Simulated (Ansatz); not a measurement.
**CuI (F-43m): elastic constants by finite strains**

Computed with PBEsol, PAW on Ansatz 0.2.0's default frozen-core files (fitted under PBE), scalar-relativistic; not a measurement.

The cell comes from a PAW relaxation under the same functional.

The structure is one entry of a database and needn't be the stable phase.

Command line:

```sh
ansatz run input.yaml --threads 1 --pin off --max-ram 2560MiB --backend cpu --events-out ev --progress --plain --runs-dir out
```

Input file:

```yaml
crystal:
  lattice:
    - [0.0, 2.96953483935, 2.96953483935]
    - [2.96953483935, 0.0, 2.96953483935]
    - [2.96953483935, 2.96953483935, 0.0]
  atoms:
    - { symbol: Cu, position: [0.75, 0.75, 0.75] }
    - { symbol: I, position: [0.0, 0.0, 0.0] }
kpoints:
  mp_grid: { grid: [8, 8, 8] }
scf:
  occupations: { method: fixed }
hamiltonian:
  xc: pbesol
  pseudopotentials: { kind: paw }
elastic:
  mode: relaxed_ion
  stencil: two_point
  amplitude: 0.003
```

Output (shortened where marked):

```
Warning: RAYON_NUM_THREADS=1 ignored (pool sized by the plan → 1); use --threads N
Engine: ansatz 0.2.0, aarch64-unknown-linux-gnu
Pseudopotentials: kind: paw
Pseudopotential: Cu, paw, valence charge 19, recommended cutoff 420 eV (normal), Cu.paw.azcp
Pseudopotential: I, paw, valence charge 17, recommended cutoff 420 eV (normal), I.paw.azcp
Functional definition: PBEsol
  exchange = pbesol_x
  correlation = pbesol_c
Crystal: 2 atoms, lattice volume = 52.372 Å³
Basis set: ecut = 420 eV, 965 PW (Γ), exchange–correlation on 60×60×60 points (8 copies of the dense FFT grid, shifted against one another)
Bands: 22, of which v1, the nominal top of the filled ones, is band 18 counted from 1 (17 counted from 0)
Symmetry: 24 space group operations
Space group: F-43m (ITA 216), of the structure as read, at distance tolerance 3.7e-5 Å
k-points: 29 of 512 (time reversal used)
Non-local potential: Cu, projectors of the file, l = 0: 3, l = 1: 2, l = 2: 3, l = 3: 1
Non-local potential: I, projectors of the file, l = 0: 2, l = 1: 2, l = 2: 2, l = 3: 2
PAW form: soft (Blöchl's): semilocal exchange-correlation on the pseudo side does not see the compensation charge
[... 160 lines left out ...]
        62.442     42.955     42.955      0.000      0.000     -0.000
        42.955     62.442     42.955      0.000      0.000     -0.000
        42.955     42.955     62.442      0.000      0.000      0.000
         0.000     -0.000     -0.000     24.130     -0.000      0.000
         0.000      0.000      0.000      0.000     24.130      0.000
        -0.000      0.000     -0.000      0.000      0.000     24.130
  reference stress σ⁰ (GPa):     -0.007     -0.007     -0.007     -0.000      0.000     -0.000
  C* (energy form; C + prestress term) asymmetry max|C*_kj − C*_jk| = 7.105e-15 GPa — a small one proves nothing (zero by symmetry where the batch's group is 432, −43m or m−3m); a large one is finite-difference/SCF noise where ...
  moduli (Voigt/Reuss/Hill, GPa): K = 49.45/49.45/49.45   G = 18.38/15.17/16.77   E = 45.21   ν = 0.348
  mechanically stable: yes (min eigenvalue of sym C = 19.49 GPa)
  strain η (Voigt 11):  stress-route row diagonal C_11 = 62.44 GPa, energy-path curvature d²(F+E_count+ΔE)/dδ²/Ω₀ = 62.74 GPa
         δ    σ_11 (GPa)             F (eV)   n_scf  n_hpsi   n_pw
    -3.000e-3      -0.1964      -14021.2892864       8   24544   1036   relax 0 steps, max|allowed force component| 1.39e-17 eV/Å
     3.000e-3       0.1782      -14021.2893099       8   22485   1037   relax 0 steps, max|allowed force component| 1.42e-17 eV/Å
  strain η (Voigt 23):  stress-route row diagonal C_44 = 24.13 GPa, energy-path curvature d²(F+E_count+ΔE)/dδ²/Ω₀ = 24.21 GPa
         δ    σ_23 (GPa)             F (eV)   n_scf  n_hpsi   n_pw
    -3.000e-3      -0.0724      -14021.2893577       3   26708   1036   relax 3 steps, max|allowed force component| 3.80e-7 eV/Å
     3.000e-3       0.0724      -14021.2893577       3   22637   1036   relax 2 steps, max|allowed force component| 3.64e-7 eV/Å
```

The run converged.

**Elastic constants**

Elastic constants of a crystal by Kohn-Sham DFT: slopes of the stress over finite engineering strains of the given cell, Voigt indices, Cartesian axes as in the input.

```json
{
  "Pressure at rest": "0.007 GPa",
  "Least elastic eigenvalue": "19.49 GPa",
  "Elastically stable": "yes"
}
```

```
index  elastic (GPa)
   11          62.44
   12          42.95
   44          24.13
```

### Elastic moduli

Hill averages of a grain aggregate, Debye temperature from the mean sound speed over directions.

```
Bulk modulus                     : 49.45 GPa
Shear modulus                    : 16.77 GPa
Young modulus                    : 45.21 GPa
Poisson ratio                    : 0.3476
Bulk over shear modulus          : 2.948
Elastic anisotropy index         : 1.056
Least young modulus              : 27.43 GPa
Largest young modulus            : 62.26 GPa
Longitudinal sound speed         : 3449 m/s
Transverse sound speed           : 1667 m/s
Elastic debye temperature        : 185.6 K
Linear compressibility (x, y, z) : 6.741, 6.741, 6.741 1/TPa
Zener ratio                      : 2.476
Cauchy pressure                  : 18.83 GPa
```

### Strained cells

Stress of each strained cell less that at rest, tension positive.

```
strain component  strain  stress xx (GPa)  stress yy (GPa)  stress zz (GPa)  stress yz (GPa)  stress xz (GPa)  stress xy (GPa)  relaxation steps
              xx  -0.003           -0.189          -0.1305          -0.1305                0                0                0                 0
              xx   0.003           0.1856           0.1273           0.1273                0                0                0                 0
              yz  -0.003          -0.0001          -0.0004          -0.0004          -0.0724                0                0                 3
              yz   0.003          -0.0001          -0.0004          -0.0004           0.0724                0                0                 2
```

Limits of these numbers: frozen-core PAW files fitted under PBE, their cores solved anew for the functional of the run; constants at zero field, no piezoelectric stiffening.

It took 79 s on 1 thread of Arm Neoverse V1, on a shared host, peak memory 0.42 GiB.
